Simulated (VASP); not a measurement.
**RbBr (strained CsCl): one PBE single-point calculation in two programs**

```
Rb Br
1.0
     3.98840    0.00000    0.00000
     0.00000    3.98840    0.00000
     0.00000    0.00000    3.98840
Rb Br
1 1
Direct
  0.00000 0.00000 0.00000
  0.50000 0.50000 0.50000
```

Datasets and cutoffs are each program's own. VASP's cell holds 16 valence electrons and Ansatz's 16. Ansatz's stress includes a Pulay correction; VASP's doesn't.

Cutoffs: 520 eV in VASP, 420 eV in Ansatz. k meshes: 6×6×6 and 6×6×6.

|  | VASP | Ansatz |
| --- | --- | --- |
| gap between bands v and c | 4.46 eV | 4.46 eV |
| least direct gap | 4.61 eV | 4.62 eV |
| pressure | 3.2 GPa | 3.1 GPa |

Band v is the last that the valence electrons fill when counted band by band, and c is the next. Levels in eV from the top of v, Ansatz:

```json
{"point": "Γ", "v−1": "-0.15", "v": "-0.15", "c": "4.46", "c+1": "5.44"}
{"point": "X", "v−1": "-0.28", "v": "-0.28", "c": "6.90", "c+1": "7.61"}
{"point": "M", "v−1": "-1.16", "v": "0.00", "c": "5.35", "c+1": "6.31"}
{"point": "R", "v−1": "-1.60", "v": "-1.60", "c": "8.61", "c+1": "8.61"}
```

VASP:

| point | v−1 | v | c | c+1 |
| --- | --- | --- | --- | --- |
| Γ | -0.15 | -0.15 | 4.46 | 5.44 |
| X | -0.28 | -0.28 | 6.89 | 7.60 |
| M | -1.17 | 0.00 | 5.34 | 6.30 |
| R | -1.61 | -1.61 | 8.60 | 8.60 |
